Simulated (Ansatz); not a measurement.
The system is Ge.

```xyz
1
Lattice="1.3971 -2.6005 0.0000 1.3971 2.6005 0.0000 0.0000 0.0000 2.6982" Properties=species:S:1:pos:R:3 pbc="T T T"
Ge    1.3971    0.0000    0.0000
```

This isn't the form of Ge at room conditions, which is diamond.

Base run:

* Program: Ansatz 0.2.0
* Functional: LDA
* Potentials or basis: Ansatz PAW
* Cutoff: 420 eV (not typed: the program's choice for these potentials)
* k mesh: 11 × 11 × 10
* Occupations: fermi-dirac, width 0.05 eV
* Spin: no spin polarisation

Its results: band gap on the k mesh none (metal or under the smearing width); pressure -5.6 GPa.

Problem. The run is repeated on the same cell with these changes: functional from LDA to r2SCAN; cutoff from 420 eV (not typed: the program's choice for these potentials) to 500 eV (not typed: the program's choice for these potentials). What comes out?

Solution. Band gap on the k mesh none (metal or under the smearing width); pressure -3.0 GPa.

Caveats: the PAW data sets come from PBE, with cores solved anew for the run's functional, which leaves a small shift of forces and pressure.
